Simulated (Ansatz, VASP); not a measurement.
## One calculation of AlN, two programs

Contents of INCAR:

```
SYSTEM = AlN
PREC = Accurate
ENCUT = 520
EDIFF = 1E-6
ISMEAR = -1
SIGMA = 0.02
LREAL = .FALSE.
LASPH = .TRUE.
NELM = 100
ALGO = Normal
ISIF = 2
LWAVE = .FALSE.
LCHARG = .FALSE.
GGA = PE
NBANDS = 11
```

File KPOINTS:

```
regular mesh
0
G
  10 10 10
  0 0 0
```

POSCAR

```
AlN
1.0
    0.0000000000      2.0188684521      2.0188684521
    2.0188684521      0.0000000000      2.0188684521
    2.0188684521      2.0188684521      0.0000000000
Al N
1 1
Direct
    0.0000000000      0.0000000000      0.0000000000
    0.5000000000      0.5000000000      0.5000000000
```

Input for Ansatz:

```yaml
crystal:
  lattice:
    - [0.0, 2.0188684521, 2.0188684521]
    - [2.0188684521, 0.0, 2.0188684521]
    - [2.0188684521, 2.0188684521, 0.0]
  atoms:
    - { symbol: Al, position: [0.0, 0.0, 0.0] }
    - { symbol: "N", position: [0.5, 0.5, 0.5] }
kpoints:
  mp_grid: { grid: [10, 10, 10] }
  band_path:
    path:
      - [0.0, 0.0, 0.0]
      - [0.5, 0.0, 0.5]
      - [0.625, 0.25, 0.625]
      - [0.375, 0.375, 0.75]
      - [0.5, 0.5, 0.5]
      - [0.5, 0.25, 0.75]
      - [0.0, 0.5, 0.5]
    npoints: 1
hamiltonian:
  xc: pbe
scf:
  occupations: { method: fermi_dirac, width: 0.02 }
  n_extra_bands: 4
output:
  forces: true
  stress: true
  eigenvalues: true
```

The cell was built by a generator and needn't be a form met in nature.

Alike in both runs: task single point; functional PBE; k mesh 10 × 10 × 10; occupations fermi-dirac, width 0.02 eV; no spin polarisation.

|  | VASP | Ansatz |
| --- | --- | --- |
| version | VASP 6.6.1 | Ansatz 0.2.0 |
| potentials or method | VASP PAW PBE potentials, release 64 (Al, N) | plane waves, PAW |
| plane-wave cutoff (eV) | 520 | 420 |
| valence electrons in the cell | 8 | 8 |

Ansatz gave:

```
gap on the k mesh at the Fermi level (eV) : 4.67
pressure (GPa)                            : 6.4
```

Q: Estimate VASP's values.

A: gap on the k mesh at the Fermi level (eV): 4.65; pressure (GPa): 6.1.

A k mesh can miss the band edges. As with any semilocal functional, this PBE gap is likely too small.
